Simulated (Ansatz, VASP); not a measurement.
**ZnS: VASP beside Ansatz**

File INCAR:

```
  ALGO = Normal
  EDIFF = 1E-6
  ENCUT = 520
  GGA = PE
  ISIF = 2
  ISMEAR = -1
  LASPH = T
  LCHARG = F
  LREAL = F
  LWAVE = F
  NBANDS = 26
  NELM = 80
  PREC = Accurate
  SIGMA = 0.1
```

Contents of KPOINTS:

```
k-points
0
Gamma
  10 10 6
```

POSCAR

```
ZnS
1.0
    3.6146790260      0.0000000000      0.0000000000
   -1.8073395130      3.1304038630      0.0000000000
    0.0000000000      0.0000000000      5.9805001605
Zn S
2 2
Direct
    0.3333333333      0.6666666667      0.0022478721
    0.6666666667      0.3333333333      0.5022478721
    0.3333333333      0.6666666667      0.3737521279
    0.6666666667      0.3333333333      0.8737521279
```

Input for Ansatz:

```yaml
crystal:
  lattice:
    - [3.614679026, 0.0, 0.0]
    - [-1.807339513, 3.130403863, 0.0]
    - [0.0, 0.0, 5.9805001605]
  atoms:
    - { symbol: Zn, position: [0.3333333333, 0.6666666667, 0.0022478721] }
    - { symbol: Zn, position: [0.6666666667, 0.3333333333, 0.5022478721] }
    - { symbol: S, position: [0.3333333333, 0.6666666667, 0.3737521279] }
    - { symbol: S, position: [0.6666666667, 0.3333333333, 0.8737521279] }
kpoints:
  mp_grid: { grid: [10, 10, 6] }
scf:
  occupations: { method: fermi_dirac, width: 0.1 }
hamiltonian:
  xc: pbe
  pseudopotentials: { kind: all_electron, lapw: { basis_error: 0.0005 } }
output:
  forces: true
  stress: true
  eigenvalues: true
  populations: true
```

Alike in both runs: task single point; functional PBE; k mesh 10 × 10 × 6; occupations fermi-dirac, width 0.1 eV; no spin polarisation.

|  | VASP | Ansatz |
| --- | --- | --- |
| version | VASP 6.6.1 | Ansatz 0.2.0 |
| potentials or method | VASP PAW PBE potentials, release 64 (Zn, S) | all-electron LAPW, scalar-relativistic |
| plane-wave cutoff (eV) | 520 | see its input |

|  | VASP | Ansatz | Ansatz less VASP |
| --- | --- | --- | --- |
| pressure (GPa) | 18.3 | 18.0 | -0.28 |

Ansatz ran all-electron here, so the differences hold the error of VASP's frozen core and of both bases.

Caveats: so large a pressure means that the cell lies far from this level's equilibrium, or that cutoff or potentials fall short (VASP). A k mesh can miss the band edges.
